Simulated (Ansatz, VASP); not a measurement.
# Cross-check of AlGaAs2 between VASP and Ansatz, part 2 of 2

Aim: how closely do two programs agree when they are given the same cell, functional and k mesh? The cell is taken from a series of runs on this material, whose earlier steps may have relaxed, scaled, displaced or heated it; both programs get it as it stands.

VASP 6.6.1 and Ansatz 0.2.0.

So far: The structure; Ansatz: single point, PBEsol, spin-orbit coupling.

### Step 3. VASP: single point, PBEsol, spin-orbit coupling

Level of this step: PBEsol, spin-orbit coupling; plane waves and PAW (Ga_d, As, Al) (VASP).

The same cell, functional, mesh and smearing now go to VASP, with its own data sets.

Lines of VASP's logs that name or quote its potential files are left out, and so is its time.

The input, INCAR:

```
SYSTEM = AlGaAs2
PREC = Accurate
ENCUT = 500
EDIFF = 1E-06
NELM = 200
ISMEAR = -1
SIGMA = 0.02
LREAL = .FALSE.
ALGO = Normal
GGA = PS
LNONCOLLINEAR = .TRUE.
MAGMOM = 0 0 0 0 0 0 0 0 0 0 0 0 0 0 0 0 0 0 0 0 0 0 0 0 0 0 0 0 0 0 0 0 0 0 0 0
NBANDS = 102
GGA_COMPAT = .FALSE.
LASPH = .TRUE.
LSORBIT = .TRUE.
LORBIT = 11
LWAVE = .FALSE.
LCHARG = .FALSE.
ISIF = 2
EFERMI = MIDGAP
KPAR = 2
SYMPREC = 1E-04
```

The input, POSCAR:

```
AlGaAs2
1.0
    4.0118683384      0.0000000000      0.0000000000
    0.0000000000      4.0119111164      0.0000000000
    0.0000000000      0.0000000000     16.9637748046
Ga As Al
3 6 3
Direct
    0.0000000000      0.0000000000      0.0419003233
    0.5000000000      0.5000000000      0.2080721386
    0.0000000000      0.0000000000      0.3742439539
    0.5000000000      0.0000000000      0.1250093772
    0.0000000000      0.5000000000      0.2911349000
    0.5000000000      0.0000000000      0.4576315371
    0.0000000000      0.5000000000      0.6244849546
    0.5000000000      0.0000000000      0.7916593226
    0.0000000000      0.5000000000      0.9585127401
    0.5000000000      0.5000000000      0.5409378631
    0.0000000000      0.0000000000      0.7080721386
    0.5000000000      0.5000000000      0.8752064140
```

The input, KPOINTS:

```
Automatic mesh
0
Gamma
6 6 2
0 0 0
```

Potentials, in the order of the species: Ga_d, As and Al (PBE family, release 64).

On the command line:

```bash
mpirun -np 2 vasp_ncl
```

Numbers of over 12 decimals in the logs are rounded to 6 here.

Output:

```text
[banner, memory and clock lines left out]
running    2 mpi-ranks, on    1 nodes
 distrk:  each k-point on    1 cores,    2 groups
 distr:  one band on    1 cores,    1 groups

 POSCAR found type information on POSCAR GaAsAl
 POSCAR found :  3 types and      12 ions
|                                                                             |
|               ----> ADVICE to this user running VASP <----                  |
|                                                                             |
|     You enforced a specific xc type in the INCAR file but a different       |
|     [... a line on the potential file left out ...]
|     I HOPE YOU KNOW WHAT YOU ARE DOING!                                     |
|                                                                             |

 LDA part: xc-table for (Slater+PW92), standard interpolation
 POSCAR, INCAR and KPOINTS ok, starting setup
 FFT: planning ... GRIDC
 FFT: planning ... GRID_SOFT
 FFT: planning ... GRID
 WAVECAR not read
 WARNING: random wavefunctions but no delay for mixing, default for NELMDL
 entering main loop
       N       E                     dE             d eps       ncg     rms          rms(c)
DAV:   1     0.692638092424E+03    0.69264E+03   -0.29356E+04  4156   0.170E+03
DAV:   2     0.828941386757E+02   -0.60974E+03   -0.57780E+03  4536   0.472E+02
DAV:   3    -0.465254213238E+02   -0.12942E+03   -0.12104E+03  4968   0.167E+02
DAV:   4    -0.583608860456E+02   -0.11835E+02   -0.11652E+02  5228   0.494E+01
DAV:   5    -0.589003279417E+02   -0.53944E+00   -0.53738E+00  5684   0.112E+01    0.774E+00
DAV:   6    -0.577342716667E+02    0.11661E+01   -0.17199E+00  5920   0.120E+01    0.427E+00
DAV:   7    -0.575135989809E+02    0.22067E+00   -0.13279E+00  4828   0.426E+00    0.122E+00
DAV:   8    -0.575038969267E+02    0.97021E-02   -0.17397E-01  5218   0.420E+00    0.345E-01
DAV:   9    -0.575045129999E+02   -0.61607E-03   -0.20777E-02  5302   0.182E+00    0.144E-01
DAV:  10    -0.575049480719E+02   -0.43507E-03   -0.42855E-03  5534   0.589E-01    0.700E-02
DAV:  11    -0.575051344329E+02   -0.18636E-03   -0.91034E-04  5328   0.209E-01    0.338E-02
DAV:  12    -0.575052165447E+02   -0.82112E-04   -0.11962E-04  5752   0.148E-01    0.143E-02
DAV:  13    -0.575052230040E+02   -0.64593E-05   -0.42028E-05  5704   0.437E-02    0.572E-03
DAV:  14    -0.575052242428E+02   -0.12389E-05   -0.99007E-06  4526   0.539E-02    0.261E-03
DAV:  15    -0.575052244579E+02   -0.21509E-06   -0.10961E-06  3394   0.164E-02
   1 F= -.57505224E+02 E0= -.57505224E+02  d E =-.931350E-12  mag=    -0.0000     0.0000     0.0000
```

From OUTCAR (step 3):

```text
ion  position               nearest neighbor table
   1  0.000  0.000  0.042-   4 2.45   4 2.45   9 2.45   9 2.45
   2  0.500  0.500  0.208-   5 2.45   5 2.45   4 2.45   4 2.45
   3  0.000  0.000  0.374-   5 2.45   5 2.45   6 2.45   6 2.45
   4  0.500  0.000  0.125-   2 2.45   2 2.45   1 2.45   1 2.45
   5  0.000  0.500  0.291-   2 2.45   2 2.45   3 2.45   3 2.45
   6  0.500  0.000  0.458-  10 2.45  10 2.45   3 2.45   3 2.45
   7  0.000  0.500  0.624-  10 2.46  10 2.46  11 2.46  11 2.46
   8  0.500  0.000  0.792-  12 2.46  12 2.46  11 2.46  11 2.46
   9  0.000  0.500  0.959-  12 2.45  12 2.45   1 2.45   1 2.45
  10  0.500  0.500  0.541-   6 2.45   6 2.45   7 2.46   7 2.46
  11  0.000  0.000  0.708-   8 2.46   8 2.46   7 2.46   7 2.46
  12  0.500  0.500  0.875-   9 2.45   9 2.45   8 2.46   8 2.46

  LATTYP: Found a simple tetragonal cell.
 ALAT       =     4.0118683384
 C/A-ratio  =     4.2283976875

 Subroutine GETGRP returns: Found  8 space group operations
 (whereof  4 operations were pure point group operations)

The static configuration has the point symmetry C_2v.
 The point group associated with its full space group is D_2d.

 Found     20 irreducible k-points:

   k-points           NKPTS =     20   k-points in BZ     NKDIM =     20   number of bands    NBANDS=    102

   dimension x,y,z NGX =    30 NGY =   30 NGZ =  126
   dimension x,y,z NGXF=    60 NGYF=   60 NGZF=  252

   ENCUT  =  500.0 eV  36.75 Ry    6.06 a.u.   7.31  7.31 30.93*2*pi/ulx,y,z

   NELECT =      78.0000    total number of electrons

 k-points in reciprocal lattice and weights: Automatic mesh
   0.00000000  0.00000000  0.00000000       0.014
   0.16666667  0.00000000  0.00000000       0.056
   0.33333333  0.00000000  0.00000000       0.056
   0.50000000  0.00000000  0.00000000       0.028
   0.16666667  0.16666667  0.00000000       0.056
   0.33333333  0.16666667  0.00000000       0.111
   0.50000000  0.16666667  0.00000000       0.056
   0.33333333  0.33333333  0.00000000       0.056
   0.50000000  0.33333333  0.00000000       0.056
[...]
0.50000000  0.33333333  0.50000000       0.056
   0.50000000  0.50000000  0.50000000       0.014

 average (electrostatic) potential at core
       1 -66.0564       2 -66.0353       3 -66.0564       4 -50.0129       5 -50.0129
       6 -49.8423       7 -49.6995       8 -49.6995       9 -49.8423      10 -76.1953
      11 -76.2401      12 -76.1953

 E-fermi :   4.3701

 k-point     1 :       0.0000    0.0000    0.0000
  band No.  band energies     occupation
    ...
     74       3.5672      1.00000
     75       3.8735      1.00000
     76       3.8735      1.00000
     77       3.8815      1.00000
     78       3.8815      1.00000
     79       4.8587      0.00000
     80       4.8587      0.00000
     81       5.0280      0.00000
     82       5.0280      0.00000
     83       5.4011      0.00000
    ...

 k-point     2 :       0.1667    0.0000    0.0000
  band No.  band energies     occupation
    ...
     74       3.0673      1.00000
     75       3.2096      1.00000
     76       3.2291      1.00000
     77       3.7043      1.00000
     78       3.7082      1.00000
     79       5.4519      0.00000
     80       5.4597      0.00000
     81       5.8635      0.00000
     82       5.8739      0.00000
     83       5.9582      0.00000
    ...

 k-point     3 :       0.3333    0.0000    0.0000
  band No.  band energies     occupation
    ...
     74       3.0425      1.00000
     75       3.0601      1.00000
     76       3.0661      1.00000
     77       3.3450      1.00000
     78       3.3467      1.00000
     79       5.3721      0.00000
     80       5.3723      0.00000
     81       5.4045      0.00000
     82       5.4074      0.00000
     83       6.0413      0.00000
    ...

  Total        0.3725810      0.3725890      0.3632805      0.0000000      0.0000000      0.0000000
  in kB        2.1863055      2.1863521      2.1317302      0.0000000      0.0000000      0.0000000
  external PRESSURE =       2.1681292 kB  Pullay stress =       0.0000000 kB

  energy-cutoff  :      500.00
  volume of cell :      273.04
      direct lattice vectors                 reciprocal lattice vectors
     4.011868338  0.000000000  0.000000000     0.249260423  0.000000000  0.000000000
     0.000000000  4.011911116  0.000000000     0.000000000  0.249257765  0.000000000
     0.000000000  0.000000000 16.963774805     0.000000000  0.000000000  0.058949144

 POSITION                                       TOTAL-FORCE (eV/Angst)
 -----------------------------------------------------------------------------------
      0.00000      0.00000      0.71079         0.000000      0.000000      0.002069
      2.00593      2.00596      3.52969         0.000000      0.000000     -0.000000
      0.00000      0.00000      6.34859         0.000000      0.000000     -0.002069
      2.00593      0.00000      2.12063         0.000000      0.000000     -0.000081
      0.00000      2.00596      4.93875         0.000000      0.000000      0.000081
      2.00593      0.00000      7.76316         0.000000      0.000000     -0.010123
      0.00000      2.00596     10.59362         0.000000      0.000000     -0.000045
      2.00593      0.00000     13.42953         0.000000      0.000000      0.000045
      0.00000      2.00596     16.25999         0.000000      0.000000      0.010123
      2.00593      2.00596      9.17635         0.000000      0.000000     -0.001942
      0.00000      0.00000     12.01158         0.000000      0.000000     -0.000000
      2.00593      2.00596     14.84680         0.000000      0.000000      0.001942
 -----------------------------------------------------------------------------------
    total drift:                                0.000000      0.000000     -0.002228

  FREE ENERGIE OF THE ION-ELECTRON SYSTEM (eV)
  ---------------------------------------------------
  free  energy   TOTEN  =       -57.5052244579 eV

  energy  without entropy=      -57.5052244579  energy(sigma->0) =      -57.50522446

 Spin-Orbit-Coupling matrix elements
 Ion:    1  E_soc:     -0.0119498
 Ion:    2  E_soc:     -0.0119911
 Ion:    3  E_soc:     -0.0119498
 Ion:    4  E_soc:     -0.0239426
 Ion:    5  E_soc:     -0.0239426
 Ion:    6  E_soc:     -0.0234644
 Ion:    7  E_soc:     -0.0229420
 Ion:    8  E_soc:     -0.0229420
 Ion:    9  E_soc:     -0.0234644
 Ion:   10  E_soc:     -0.0001853
 Ion:   11  E_soc:     -0.0001860
 Ion:   12  E_soc:     -0.0001853

 total charge
# of ion       s       p       d       tot
------------------------------------------
    1        0.880   0.794   9.994  11.668
    2        0.882   0.800   9.994  11.676
    3        0.880   0.794   9.994  11.668
    4        1.211   1.589   0.031   2.831
    5        1.211   1.589   0.031   2.831
    6        1.204   1.635   0.028   2.866
    7        1.197   1.678   0.024   2.899
    8        1.197   1.678   0.024   2.899
    9        1.204   1.635   0.028   2.866
   10        0.404   0.368   0.000   0.772
   11        0.403   0.366   0.000   0.768
   12        0.404   0.368   0.000   0.772
--------------------------------------------------
tot         11.077  13.293  30.147  54.516

 magnetization (x)
# of ion       s       p       d       tot
------------------------------------------
    1        0.000   0.000   0.000   0.000
    2        0.000   0.000   0.000   0.000
    3        0.000   0.000   0.000   0.000
    4        0.000   0.000   0.000   0.000
    5        0.000   0.000   0.000   0.000
    6        0.000   0.000   0.000   0.000
    7        0.000   0.000   0.000   0.000
    8        0.000   0.000   0.000   0.000
    9        0.000   0.000   0.000   0.000
   10        0.000   0.000   0.000   0.000
   11        0.000   0.000   0.000   0.000
   12        0.000   0.000   0.000   0.000
--------------------------------------------------
tot          0.000   0.000   0.000   0.000

 magnetization (y)
# of ion       s       p       d       tot
------------------------------------------
    1        0.000   0.000   0.000   0.000
    2        0.000   0.000   0.000   0.000
    3        0.000   0.000   0.000   0.000
    4        0.000   0.000   0.000   0.000
    5        0.000   0.000   0.000   0.000
    6        0.000   0.000   0.000   0.000
    7        0.000   0.000   0.000   0.000
    8        0.000   0.000   0.000   0.000
    9        0.000   0.000   0.000   0.000
   10        0.000   0.000   0.000   0.000
   11        0.000   0.000   0.000   0.000
   12        0.000   0.000   0.000   0.000
--------------------------------------------------
tot          0.000   0.000   0.000   0.000

 magnetization (z)
# of ion       s       p       d       tot
------------------------------------------
    1        0.000   0.000   0.000   0.000
    2        0.000   0.000   0.000   0.000
    3        0.000   0.000   0.000   0.000
    4        0.000   0.000   0.000   0.000
    5        0.000   0.000   0.000   0.000
    6        0.000   0.000   0.000   0.000
    7        0.000   0.000   0.000   0.000
    8        0.000   0.000   0.000   0.000
    9        0.000   0.000   0.000   0.000
   10        0.000   0.000   0.000   0.000
   11        0.000   0.000   0.000   0.000
   12        0.000   0.000   0.000   0.000
--------------------------------------------------
tot          0.000   0.000   0.000   0.000

[... 3 further parts left out ...]
```

The run ends at a pressure of 0.22 GPa, with forces up to 0.010 eV/Å.

### Step 4. Comparison

Known differences besides the potentials themselves: spin-orbit coupling enters by fully relativistic files in Ansatz and inside the spheres in VASP; the data sets hold 138 valence electrons in Ansatz (on its fully relativistic PAW (standard-fr) files) and 78 in VASP; the cutoff is 420 eV in Ansatz and 500 eV in VASP; Ansatz makes its cores anew for this functional, VASP keeps those of its PBE data sets. Total energies have different zeros and are not compared.

Both answers:

```
              quantity  Ansatz   VASP  difference
        pressure (GPa)   -0.01   0.22       -0.23
gap on the k mesh (eV)   0.963  0.977      -0.014
```

At this near-relaxed geometry the largest component of a force difference is 9 meV/Å. A gap on the mesh is an upper bound, since the band edges may lie between its points.

### Step 5. What came out

```yaml
difference_in_gap_on_the_k_mesh_single_point_pbesol_spin_orbit_coupling: -0.014 eV
```

What this shows: The difference in gap on the k mesh is -0.014 eV (single point, PBEsol, spin-orbit coupling), within the 0.08 eV picked in this series as the mark of a large difference. The data sets hold unlike numbers of valence electrons (138 in Ansatz and 78 in VASP), so part of the differences comes from the potentials. VASP runs on this material, other cells of it included, that failed, so that no pair exists: single point, PBEsol (refused). Such differences can come from data sets, numerical settings and the points named under the comparisons, not from the functional's error against experiment.

[Lines on the potential files, build, host, timing and source positions are cut from VASP's logs without a mark.]

[Logs are printed without paths, hosts, clocks, repeated set-up lines and the standing remarks that a program may print on its own settings, such as how far it seeks lower states.]

[Hosts, paths, dates, database ids (printed as entryN), source tags and the programs' standing remarks are cut or masked in the printed files.]
